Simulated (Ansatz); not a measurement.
Relaxed-ion elastic tensor of InN (wurtzite, P6_3mc) in GPa (Voigt order), LDA (plane waves, PAW; program Ansatz); density 7.11 g/cm³, 15.05 Å³ per atom.

```
 230   116  96.9   0.0   0.0   0.0
 116   230  96.9   0.0   0.0   0.0
96.9  96.9   239   0.0   0.0   0.0
 0.0   0.0   0.0  50.2   0.0   0.0
 0.0   0.0   0.0   0.0  50.2   0.0
 0.0   0.0   0.0   0.0   0.0  56.6
```

Is the crystal mechanically stable?

Yes: the smallest eigenvalue of C is 50.2 GPa.

Work out the Voigt, Reuss and Hill averages.

K_V = 146, K_R = 146, K_H = 146; G_V = 57.3, G_R = 56.2, G_H = 56.8 GPa.

Give Young's modulus, Poisson's ratio, Pugh's ratio and the universal anisotropy index.

E = 9KG/(3K + G) = 151 GPa; ν = 0.33; K/G = 2.58 (ductile by the Pugh limit of 1.75); A_U = 5G_V/G_R + K_V/K_R − 6 = 0.09.

Estimate the sound speeds and the Debye temperature.

v_l = √((K + 4G/3)/ρ) = 5590 m/s, v_t = √(G/ρ) = 2830 m/s, mean 3170 m/s; Θ = (h/k)(3n/4πV)^(1/3) v_m = 382 K.

Solve the Christoffel equation for the three sound speeds along x, y, z.

Eigenvalues of C_ijkl n_j n_l equal ρv². In km/s, slowest first: x 2.66, 2.82, 5.68; y 2.66, 2.82, 5.68; z 2.66, 2.66, 5.80.

How much does each axis shrink under pressure?

Linear compressibilities β_i = Σ_j S_ij (j = 1 to 3): x 2.2, y 2.2, z 2.4 per TPa.

Symmetry was held in the LDA relaxation; of distortions, only those at the zone centre were tested. As this level gives no gap, shear constants depend on the k-mesh and smearing (Fermi–Dirac, 0.1 eV here).

Potentials: the later of the program's two PAW sets.
